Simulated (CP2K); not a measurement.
TaN:

```
CELL_PARAMETERS angstrom
5.18500 0.00000 0.00000
-2.59250 4.49034 0.00000
0.00000 0.00000 2.90800
ATOMIC_POSITIONS crystal
Ta 0.01824 0.87068 0.02646
Ta 0.53686 0.84505 0.55472
Ta 0.63321 0.37848 0.39035
N 0.40205 0.92496 0.89132
N 0.48420 0.50549 0.07476
N 0.92543 0.47533 0.06239
```

The cell isn't the ideal one: all atoms moved at random.

Base run:

| Item | Value |
| --- | --- |
| Program | CP2K 2026.2 |
| Functional | revPBE |
| Dispersion | D3 |
| Potentials or basis | POTENTIAL_UZH Ta GTH-PBE-q13, N GTH-PBE-q5; DZVP-MOLOPT-PBE-GTH basis |
| Density cutoff | 6123 eV |
| k mesh | 6 × 6 × 9 |
| Occupations | fermi-dirac, width 0.05 eV |
| Spin | no spin polarisation |

Its results: band gap on the k mesh none (metal or under the smearing width); pressure 136.1 GPa; largest force 45.789 eV/Å.

Task: The run is repeated on the same cell with these changes: dispersion from D3 to D4. What comes out?

Result: Band gap on the k mesh none (metal or under the smearing width); pressure 138.8 GPa; largest force 45.584 eV/Å.

Caveats: a pressure of tens of GPa on the cell as given is suspect, and the run, the potentials or the cell itself is likely at fault; the potentials were made for another functional, which shifts forces and pressure; the basis of atomic orbitals isn't converged, which shifts pressures, moduli and gaps; pairwise dispersion overbinds metals, which lowers pressure and volume.
